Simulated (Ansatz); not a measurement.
# BN: stress in a strained cell

Aim: deform BN (equal xx and yy strain of +3 %) and compute stress, forces and field gradients with LAPW, PAW and all-electron datasets made for the crystal.

Computed with Ansatz 0.2.0 (DFT PBEsol, scalar-relativistic, unless a step's input says otherwise).

## Step 1: The system as given

The structure is cubic, space group F-43m (No. 216). Conventional cell: a = 3.615 Å, b = 3.615 Å, c = 3.615 Å, α = 90.00°, β = 90.00°, γ = 90.00°. Around B (site symmetry -43m) lie 4 N at 1.57 Å. Around N (site symmetry -43m) lie 4 B at 1.57 Å.

As a file:

```
B N
1.0
     0.00000    1.80750    1.80750
     1.80750    0.00000    1.80750
     1.80750    1.80750    0.00000
B N
1 1
Direct
  0.00000 0.00000 0.00000
  0.75000 0.75000 0.75000
```

Atoms are numbered in the order of the input: B1, N2.

## Step 2: After the deformation

Space group F-43m before, I-4m2 after.

## Step 3: All-electron LAPW

input.yaml reads:

```yaml
crystal:
  lattice:
    - [0.0, 1.861725, 1.8075]
    - [1.861725, 0.0, 1.8075]
    - [1.861725, 1.861725, 0.0]
  atoms:
    - { symbol: B, position: [0.0, 0.0, 0.0] }
    - { symbol: "N", position: [0.75, 0.75, 0.75] }
kpoints:
  mp_grid: { grid: [13, 13, 13] }
  band_path:
    path:
      - [0.0, 0.0, 0.0]
      - [0.0, 0.5, 0.5]
      - [0.25, 0.75, 0.5]
      - [0.0, 0.5, 0.0]
      - [0.0, 0.0, 0.0]
      - [0.5, 0.5, 0.0]
      - [0.3826125, 0.6173875, 0.0]
      - [-0.3826125, 0.3826125, 0.0]
      - [0.0, 0.0, 0.0]
    npoints: 5
scf:
  occupations: { method: fermi_dirac, width: 0.03 }
hamiltonian:
  xc: pbesol
  pseudopotentials: { kind: all_electron, lapw: { basis_error: 0.001 } }
output:
  forces: true
  stress: true
  eigenvalues: true
```

Command:

```console
$ ansatz run input.yaml --threads 1 --pin off --max-ram 3072MiB --backend cpu --events-out ev --progress --plain --runs-dir out
```

## Step 4: PAW with frozen cores

input.yaml reads:

```yaml
crystal:
  lattice:
    - [0.0, 1.861725, 1.8075]
    - [1.861725, 0.0, 1.8075]
    - [1.861725, 1.861725, 0.0]
  atoms:
    - { symbol: B, position: [0.0, 0.0, 0.0] }
    - { symbol: "N", position: [0.75, 0.75, 0.75] }
kpoints:
  mp_grid: { grid: [13, 13, 13] }
scf:
  occupations: { method: fermi_dirac, width: 0.03 }
hamiltonian:
  xc: pbesol
  pseudopotentials: { kind: paw }
output:
  forces: true
  stress: true
  eigenvalues: true
  efg: { contact_densities: true }
```

## Step 5: All-electron PAW on datasets made for the crystal

input.yaml, as its differences from that of step 4:

```diff
@@ -14,3 +14,3 @@
   xc: pbesol
-  pseudopotentials: { kind: paw }
+  pseudopotentials: { kind: all_electron, datasets: crystal }
 output:
```

(Steps that only read results are left out.)

Q: Predict the outcome of this session. Wanted: pressure; largest shear or deviatoric stress.

**Answer**, as computed:

| quantity | value |
| --- | --- |
| pressure | LAPW -22.81, PAW -22.79, crystal datasets -22.81 GPa |
| largest shear or deviatoric stress (LAPW) | 10.85 GPa |

What this shows: The largest part of the stress beyond the pressure is 10.85 GPa in size, in the zz component; the atoms are carried along and not relaxed. No run of the undeformed cell stands beside it, so the pressure holds what the given cell had before the change. PAW: stress within 0.02 GPa of LAPW. Crystal datasets: stress within 0.01 GPa of LAPW.
